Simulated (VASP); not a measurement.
# InP (F-43m) in VASP: notebook, part 2 of 2

VASP 6.6.1.

### Step 5. Relaxation of cell and atoms, PBE

File INCAR:

```
PREC = Accurate ; ENCUT = 630
EDIFF = 1E-6 ; ISMEAR = -1
SIGMA = 0.05 ; LREAL = False
LASPH = True ; NELM = 80
ALGO = Fast ; ISIF = 3
LWAVE = False ; LCHARG = False
GGA = PE ; IBRION = 2
NSW = 60 ; EDIFFG = -0.005
```

File KPOINTS:

```
regular mesh
0
Gamma
  8 8 8
```

File POSCAR:

```
InP
1.0
    0.0000000000      2.9305000000      2.9305000000
    2.9305000000      0.0000000000      2.9305000000
    2.9305000000      2.9305000000      0.0000000000
In P
1 1
Direct
    0.0000000000      0.0000000000      0.0000000000
    0.7500000000      0.7500000000      0.7500000000
```

Potentials or basis: VASP PAW PBE potentials, release 64 (In_d_GW, P_GW).

On the command line:

```
cat potpaw_PBE.64/In_d_GW/POTCAR potpaw_PBE.64/P_GW/POTCAR > POTCAR
mpirun -np 1 vasp_std > vasp.out
```

OUTCAR:

```text
PREC = Accurate
   ENCUT = 630
   EDIFF = 1E-6
   ISMEAR = -1
   LREAL = False
   LASPH = True
   NELM = 80
   ISIF = 3
   GGA = PE
   IBRION = 2
   NSW = 60
   EDIFFG = -0.005

 ion  position               nearest neighbor table
   1  0.000  0.000  0.000-   2 2.54   2 2.54   2 2.54   2 2.54
   2  0.750  0.750  0.750-   1 2.54   1 2.54   1 2.54   1 2.54

  LATTYP: Found a face centered cubic cell.
 ALAT       =     5.8610000000

  Lattice vectors:

 A1 = (   0.0000000000,   2.9305000000,   2.9305000000)
 A2 = (   2.9305000000,   0.0000000000,   2.9305000000)
 A3 = (   2.9305000000,   2.9305000000,   0.0000000000)

Analysis of symmetry for initial positions (statically):
=====================================================================
 Subroutine PRICEL returns:
 Original cell was already a primitive cell.

 Routine SETGRP: Setting up the symmetry group for a
 face centered cubic supercell.

 Subroutine GETGRP returns: Found 24 space group operations
 (whereof 24 operations were pure point group operations)
 out of a pool of 48 trial point group operations.

The static configuration has the point symmetry T_d .

Analysis of symmetry for dynamics (positions and initial velocities):
=====================================================================
 Subroutine PRICEL returns:
 Original cell was already a primitive cell.

 Routine SETGRP: Setting up the symmetry group for a
 face centered cubic supercell.

 Subroutine GETGRP returns: Found 24 space group operations
 (whereof 24 operations were pure point group operations)
 out of a pool of 48 trial point group operations.

The dynamic configuration has the point symmetry T_d .

 Subroutine INISYM returns: Found 24 space group operations
 (whereof 24 operations are pure point group operations),
 and found     1 'primitive' translations

----------------------------------------------------------------------------------------

                                     Primitive cell

  volume of cell :      50.3333

  direct lattice vectors                    reciprocal lattice vectors
     0.000000000  2.930500000  2.930500000    -0.170619348  0.170619348  0.170619348
     2.930500000  0.000000000  2.930500000     0.170619348 -0.170619348  0.170619348
     2.930500000  2.930500000  0.000000000     0.170619348  0.170619348 -0.170619348

  length of vectors
     4.144352845  4.144352845  4.144352845     0.295521380  0.295521380  0.295521380

  position of ions in fractional coordinates (direct lattice)
     0.000000000  0.000000000  0.000000000
     0.750000000  0.750000000  0.750000000

  ion indices of the primitive-cell ions
   primitive index   ion index
                 1           1
                 2           2

----------------------------------------------------------------------------------------

 KPOINTS: regular mesh

Automatic generation of k-mesh.
 Grid dimensions read from file:
 generate k-points for:    8    8    8

 Generating k-lattice:

[... 67 lines left out ...]
   ISIF   =      3    stress and relaxation
   ISYM   =      2    0-nonsym 1-usesym 2-fastsym
   POTIM  = 0.5000    time-step for ionic-motion
   TEBEG  =    0.0;   TEEND  =   0.0 temperature during run
   PSTRESS=    0.0 pullay stress
   NELECT =      18.0000    total number of electrons
   NUPDOWN=      -1.0000    fix difference up-down
   EMIN   =  10.00;   EMAX   =-10.00  energy-range for DOS
   EFERMI =   0.00;   METHOD = LEGACY
   ISMEAR =    -1;   SIGMA  =   0.05  broadening in eV -4-tet -1-fermi 0-gaus
   EFERMI_NEDOS =   21; number of points for ismear=-14 and -15
   IALGO  =     68    algorithm
   IMIX   =      4    mixing-type and parameters
     AMIX     =   0.40;   BMIX     =  1.00
     AMIX_MAG =   1.60;   BMIX_MAG =  1.00
  volume/ion in A,a.u.               =      25.17       169.83
  Fermi-wavevector in a.u.,A,eV,Ry     =   1.162021  2.195901 18.371846  1.350293
  Thomas-Fermi vector in A             =   2.298587
   LORBIT       =      0    0 simple, 1 ext, 2 COOP (PROOUT), +10 PAW based schemes
   GGA     = PE    functional components
   LHFCALC =     F    Hartree Fock is set to
   AEXX    =    0.0000 exact exchange contribution
   IVDW    =     0    specifies the selected vdW correction
   LEPSILON=     F    determine dielectric tensor
   LRPA    =     F    only Hartree local field effects (RPA)
 conjugate gradient relaxation of ions
 non-spin polarized calculation
 RMM-DIIS sequential band-by-band and
  energy-cutoff  :      630.00
  volume of cell :       50.33
 maximum number of plane-waves:      1832
 NGX is ok and might be reduce to    36
   NGX = 17   NGY = 17   NGZ = 17

--------------------------------------- Ionic step        1  -------------------------------------------

 number of electron      17.9999999 magnetization

 Free energy of the ion-electron system (eV)
  ---------------------------------------------------
  ext. energy  EPLUGINS =         0.00000000
  ---------------------------------------------------
  free energy    TOTEN  =        -8.38801569 eV

  energy without entropy =       -8.38801063  energy(sigma->0) =       -8.38801316

------------------------ aborting loop because EDIFF is reached ----------------------------------------

  FORCE on cell =-STRESS in cart. coord.  units (eV):
  Direction    XX          YY          ZZ          XY          YZ          ZX
  --------------------------------------------------------------------------------------
  -------------------------------------------------------------------------------------
  Total        0.8909052      0.8909052      0.8909052      0.0000000      0.0000000      0.0000000
  in kB       28.3587377     28.3587377     28.3587377      0.0000000      0.0000000      0.0000000
  external PRESSURE =      28.3587377 kB  Pullay stress =       0.0000000 kB
[... 89 lines left out ...]
  FREE ENERGIE OF THE ION-ELECTRON SYSTEM (eV)
  ---------------------------------------------------
  free  energy   TOTEN  =        -8.4119732684 eV

  energy  without entropy=       -8.4119083276  energy(sigma->0) =       -8.41194080

[... ionic steps 4 to 9 ...]

--------------------------------------- Ionic step       10  -------------------------------------------

 number of electron      17.9999999 magnetization

------------------------ aborting loop because EDIFF is reached ----------------------------------------
[... 67 lines left out ...]
--------------------------------------- Ionic step       12  -------------------------------------------

 number of electron      17.9999999 magnetization

 Free energy of the ion-electron system (eV)
  ---------------------------------------------------
  ext. energy  EPLUGINS =         0.00000000
  ---------------------------------------------------
  free energy    TOTEN  =        -8.41225586 eV

  energy without entropy =       -8.41220987  energy(sigma->0) =       -8.41223286

 E-fermi :   3.7368     XC(G=0):  -9.1070

 val. band max:        3.4764123009   @ k =   0.0000   0.0000   0.0000
 cond. band min:       3.9313700808   @ k =   0.0000   0.0000   0.0000
 fundamental gap:      0.4549577799
 Fermi energy:         3.7367563073

 k-point     1 :       0.0000    0.0000    0.0000
  band No.  band energies     occupation
      1     -10.6401      2.00000
      2     -10.6401      2.00000
      3     -10.6401      2.00000
      4     -10.5105      2.00000
      5     -10.5105      2.00000
      6      -7.7334      2.00000
      7       3.4764      1.98910
      8       3.4764      1.98910
      9       3.4764      1.98910
     10       3.9314      0.03998
     11       7.5634      0.00000
     12       7.5634      0.00000
     13       7.6181      0.00000
[... 354 lines left out ...]
  band No.  band energies     occupation
      1     -10.7507      2.00000
      2     -10.5987      2.00000
      3     -10.5818      2.00000
      4     -10.5146      2.00000
      5     -10.4993      2.00000
      6      -5.8684      2.00000
      7      -1.8605      2.00000
      8       0.9414      2.00000
      9       1.9580      2.00000
     10       6.5073      0.00000
     11       7.6913      0.00000
     12       9.2584      0.00000
     13      10.5684      0.00000

 [... further k-points ...]

------------------------ aborting loop because EDIFF is reached ----------------------------------------

  FORCE on cell =-STRESS in cart. coord.  units (eV):
  Direction    XX          YY          ZZ          XY          YZ          ZX
  --------------------------------------------------------------------------------------
  -------------------------------------------------------------------------------------
  Total        0.0093239      0.0093239      0.0093239     -0.0000000      0.0000000     -0.0000000
  in kB        0.2832940      0.2832940      0.2832940     -0.0000000      0.0000000     -0.0000000
  external PRESSURE =       0.2832940 kB  Pullay stress =       0.0000000 kB
[... 17 lines left out ...]
  FREE ENERGIE OF THE ION-ELECTRON SYSTEM (eV)
  ---------------------------------------------------
  free  energy   TOTEN  =        -8.4122558588 eV

  energy  without entropy=       -8.4122098662  energy(sigma->0) =       -8.41223286

 reached required accuracy - stopping structural energy minimisation
```

CONTCAR:

```text
InP
   1.00000000000000
     0.0000000000000000    2.9763190965654944    2.9763190965654944
     2.9763190965654944    0.0000000000000000    2.9763190965654944
     2.9763190965654944    2.9763190965654944    0.0000000000000000
  In              P
     1     1
Direct
     0.0000000000000000    0.0000000000000000    0.0000000000000000
     0.7500000000000000    0.7500000000000000    0.7500000000000000

  0.00000000E+00  0.00000000E+00  0.00000000E+00
  0.00000000E+00  0.00000000E+00  0.00000000E+00
```

Run time: 8.1 min. Hardware: 1 thread of Intel Xeon 6975P-C (Granite Rapids), shared host; peak memory 0.26 GiB.

What came out:

- Free energy: -8.4123 eV
- Relaxed volume: 26.37 Å³/atom
- Relaxed cell: a = 4.209 Å, b = 4.209 Å, c = 4.209 Å, α = 60.00°, β = 60.00°, γ = 60.00°
- Space group after relaxing (to 0.05 Å): F-43m (No. 216)
- Energy gained by relaxing: 12.1 meV/atom
- Ionic steps: 12
- Pressure after relaxing: 0.0 GPa
- Band gap on the k mesh: 0.46 eV, direct

Step by step:
| step | energy change (eV) | largest force (eV/Å) | pressure (GPa) | volume (Å³) |
| --- | --- | --- | --- | --- |
| 1 | 0.0000 | 0.0000 | 2.84 | 50.33 |
| 2 | -0.0220 | 0.0000 | -0.35 | 53.65 |
| 3 | -0.0240 | 0.0000 | -0.40 | 53.14 |
| 4 | -0.0243 | 0.0000 | -1.16 | 52.76 |
| 5 | -0.0181 | 0.0000 | 2.33 | 51.54 |
| 6 | -0.0234 | 0.0000 | 1.16 | 52.35 |
| 7 | -0.0240 | 0.0000 | 0.35 | 52.56 |
| 8 | -0.0241 | 0.0000 | 0.23 | 52.63 |
| 9 | -0.0242 | 0.0000 | 0.24 | 52.70 |
| 10 | -0.0242 | 0.0000 | 0.06 | 52.72 |
| 11 | -0.0242 | 0.0000 | 0.16 | 52.73 |
| 12 | -0.0242 | 0.0000 | 0.03 | 52.73 |

Final structure:
```
CELL_PARAMETERS angstrom
0.00000 2.97632 2.97632
2.97632 0.00000 2.97632
2.97632 2.97632 0.00000
ATOMIC_POSITIONS crystal
In 0.00000 0.00000 0.00000
P 0.75000 0.75000 0.75000
```

Caveat: spin-orbit coupling is left out, which moves the levels of the heavy elements. Zero-point motion and thermal expansion aren't in these numbers.

### Step 6. Single point, PBE

File INCAR:

```
PREC = Accurate
ENCUT = 520
EDIFF = 1E-6
ISMEAR = 0
SIGMA = 0.012
LREAL = False
LASPH = True
NELM = 80
ALGO = Normal
ISIF = 2
LWAVE = False
LCHARG = True
GGA = PE
LELF = True
LVHAR = True
```

KPOINTS is that of step 5.

POSCAR is that of step 5.

Potentials or basis: VASP PAW PBE potentials, release 64 (In_d, P).

On the command line:

```
cat potpaw_PBE.64/In_d/POTCAR potpaw_PBE.64/P/POTCAR > POTCAR
mpirun -np 1 vasp_std > vasp.out
```

It took 16 s on 1 thread of Intel Xeon Platinum 8259CL at 2.50GHz (Skylake/Cascade Lake), shared host; peak memory 0.18 GiB.

It converged, with:

| Property | Result |
| --- | --- |
| Free energy | -8.3808 eV |
| Pressure | 3.3 GPa |
| Band gap on the k mesh | 0.71 eV, direct |

Levels at points of the mesh, in eV from the valence-band top:
```
           k point  band 5  band 6  band 7  band 8  band 9  band 10  band 11  band 12  band 13
(0.00, 0.00, 0.00)  -14.03  -11.52    0.00    0.00    0.00     0.71     4.09     4.09     4.09
(0.50, 0.00, 0.00)  -14.02   -9.79   -5.73   -0.97   -0.97     1.50     4.81     4.81     7.10
(0.50, 0.50, 0.00)  -14.00   -9.14   -5.75   -2.32   -2.32     1.76     2.27     9.21     9.60
```

Caveat: spin-orbit coupling is left out, which moves the levels of the heavy elements.

### Step 7. The runs side by side

| task | potentials or basis | cell | cutoff (eV) | smearing | gap on the mesh (eV) | pressure (GPa) | relaxed volume (Å³/atom) |
| --- | --- | --- | --- | --- | --- | --- | --- |
| relaxation of cell and atoms | VASP PAW PBE potentials, release 64 (In, P) | relaxed | 580 | fermi-dirac 0.05 eV | 0.38 | 0.0 | 27.00 |
| relaxation of cell and atoms | VASP PAW PBE potentials, release 64 (In_d, P) | relaxed | 600 | fermi-dirac 0.05 eV | 0.44 | 0.0 | 26.44 |
| relaxation of cell and atoms | VASP PAW PBE potentials, release 64 (In_d_GW, P_GW) | relaxed | 680 | fermi-dirac 0.05 eV | 0.44 | 0.0 | 26.42 |
| relaxation of cell and atoms | VASP PAW PBE potentials, release 64 (In_d_GW, P_GW) | relaxed | 630 | fermi-dirac 0.05 eV | 0.46 | 0.0 | 26.37 |
| single point | VASP PAW PBE potentials, release 64 (In_d, P) | as given | 520 | gaussian 0.012 eV | 0.71 | 3.3 | - |

Alike in all rows: level PBE; no spin polarisation; k mesh 8 × 8 × 8.

Caveats: spin-orbit coupling is left out, which moves the levels of the heavy elements.

Absolute energies hang on the potentials; compare differences alone.

### Step 8. Against experiment

Step 6. Against the measured gap of InP, 1.4236 eV (direct; 1.6 K; a printed reference work, data compilation), the calculated 0.71 eV is off by -0.71 eV. Spin-orbit coupling on In is left out. The value is that of PBE, without temperature or zero-point motion. Semilocal functionals fall short of measured gaps as a rule.
